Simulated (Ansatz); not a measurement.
Cell and atoms are relaxed with the symmetry kept. Start:

```xyz
1
Lattice="-1.6513 1.6513 1.6513 1.6513 -1.6513 1.6513 1.6513 1.6513 -1.6513" Properties=species:S:1:pos:R:3 pbc="T T T"
Ta    0.0000    0.0000    0.0000
```

Theory: DFT PBE, scalar-relativistic, plane waves, PAW (Ansatz 0.2.0).

Settings: cutoff 420 eV, Γ-centred mesh 18×18×18 on the computed 1-atom cell, Gaussian smearing of 0.10 eV; no spin polarisation.

Task: What does it relax to?

Result: The volume goes up by 0.27 Å³/atom to 18.28 Å³/atom, and the energy falls by 2.4 meV/atom. Final structure:
```xyz
1
Lattice="-1.6594 1.6594 1.6594 1.6594 -1.6594 1.6594 1.6594 1.6594 -1.6594" Properties=species:S:1:pos:R:3 pbc="T T T"
Ta    0.0000    0.0000    0.0000
```

Course of the relaxation (steps run on the plane waves of an earlier cell, and the basis is chosen afresh near the end, so energy and pressure can step there; trial steps that raised the energy were taken back; energies are free energies):

```
step E − E_final (meV/atom) P (GPa) V (Å³/atom)
   1                     2.4     2.93        18.01
   2                    20.1    -7.68        19.07
   3                     0.1    -0.16        18.29
   4                     0.1     0.00        18.28
   5                     0.0     0.00        18.28
```

Spin–orbit coupling is left out, which can shift energies with elements as heavy as these.